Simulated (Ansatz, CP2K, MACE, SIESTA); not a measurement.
# How cost grows with size: liquid Al2O3 at 2363 K in several programs

Single points at Γ on cells of 110, 220 and 440 atoms, calculated with Ansatz 0.2.0, CP2K 2026.2, SIESTA 5.4.2 and MACE MP-0b2 small.

Smallest cell: 110 atoms (44 Al, 66 O) placed at random at 2.93 g/cm³, melted at 4500 K for 20 ps at fixed volume with the Morse and Coulomb pair potential with partial charges (Pedone, Malavasi, Menziani, Cormack and Segre, J. Phys. Chem. B 110, 11780 (2006)). Snapshot at the end of a hold of 20 ps at 2363 K and fixed volume. Then every atom was moved at random, 0.03 Å r.m.s. a Cartesian component.

Largest cell: 110 atoms (44 Al, 66 O) placed at random at 2.93 g/cm³, melted at 4500 K for 20 ps at fixed volume with the Morse and Coulomb pair potential with partial charges (Pedone, Malavasi, Menziani, Cormack and Segre, J. Phys. Chem. B 110, 11780 (2006)). Snapshot at the end of a hold of 20 ps at 2363 K and fixed volume. The cell was repeated 2 x 2 x 1. Then every atom was moved at random, 0.03 Å r.m.s. a Cartesian component.

The programs:
- CP2K: Gaussian basis with GTH pseudopotentials and a plane-wave density; labels give functional, basis (MOLOPT sets; SR short-range, UZH the newer set with its own potentials), grid cutoff/relative cutoff and solver (OT: orbital transformation; TRS4, TC2, SIGN: linear-scaling purification with its sparsity filter), or its built-in tight binding.
- SIESTA: numerical atomic orbitals, whose automatically made sets are far from complete, with PseudoDojo norm-conserving potentials that we converted to its format (checked against plane waves on the same files for H, C, O, Si, Ge and Ca alone); labels give functional, basis size, energy shift and mesh cutoff.
- MACE: machine-learned potential, published weights.
- Ansatz: Kohn-Sham DFT, PBE, PAW, PAW set soft_2, the reference where it ran.

CPU time (Arm Neoverse V1, shared host; 4 to 4 cores a run):

```
                                      method  110 atoms  220 atoms  440 atoms
                          Ansatz plane waves       55 s    5.1 min          -
 CP2K PBE, SZV-MOLOPT-SR, 450/40 Ry, OT DIIS    6.9 min     13 min          -
CP2K PBE, DZVP-MOLOPT-SR, 450/40 Ry, OT DIIS    8.5 min     19 min          -
  SIESTA PBE, SZ, shift 0.02 Ry, mesh 350 Ry    1.9 min    4.6 min    9.4 min
 SIESTA PBE, DZP, shift 0.01 Ry, mesh 350 Ry     10 min     25 min          -
                 MACE MP-0b2 small potential      9.5 s      8.9 s       11 s
```

Peak memory (GiB):

```
                                      method  110 atoms  220 atoms  440 atoms
                          Ansatz plane waves        1.6        4.3          -
 CP2K PBE, SZV-MOLOPT-SR, 450/40 Ry, OT DIIS        2.0        3.2          -
CP2K PBE, DZVP-MOLOPT-SR, 450/40 Ry, OT DIIS        2.4        4.3          -
  SIESTA PBE, SZ, shift 0.02 Ry, mesh 350 Ry        1.3        1.9        3.2
 SIESTA PBE, DZP, shift 0.01 Ry, mesh 350 Ry        2.7        4.8          -
                 MACE MP-0b2 small potential       0.68       0.85        1.2
```

Force difference from the reference run of the same size, per cent of its r.m.s. force:

```
                                      method  110 atoms  220 atoms  440 atoms
                          Ansatz plane waves       ref.       ref.          -
 CP2K PBE, SZV-MOLOPT-SR, 450/40 Ry, OT DIIS         24         27          -
CP2K PBE, DZVP-MOLOPT-SR, 450/40 Ry, OT DIIS        3.9        3.9          -
  SIESTA PBE, SZ, shift 0.02 Ry, mesh 350 Ry         32         34          -
 SIESTA PBE, DZP, shift 0.01 Ry, mesh 350 Ry       10.0         10          -
                 MACE MP-0b2 small potential        6.5        6.8          -
```

CPU time is summed over cores on a shared host, where runs went side by side, so it is rough. Symmetry, cutoffs, thresholds, outputs and thread counts weren't matched or tuned between programs; memory under MPI is the largest rank's times the ranks.

A dash marks a run that wasn't made or didn't finish, or, in the force table, a size without a reference.

Each size is a configuration of its own, and Γ sampling tightens with size. Machine-learned potentials mimic data converged in k, so the reference's own k-point error enters their differences. The network of bonds at the start is that of the classical potential that made the cell, and needn't be the one that DFT or experiment would give.

[Logs are printed without paths, hosts, clocks, repeated set-up lines and the standing remarks that a program may print on its own settings, such as how far it seeks lower states.]

[Hosts, paths, dates, database ids (printed as entryN), source tags and the programs' standing remarks are cut or masked in the printed files.]
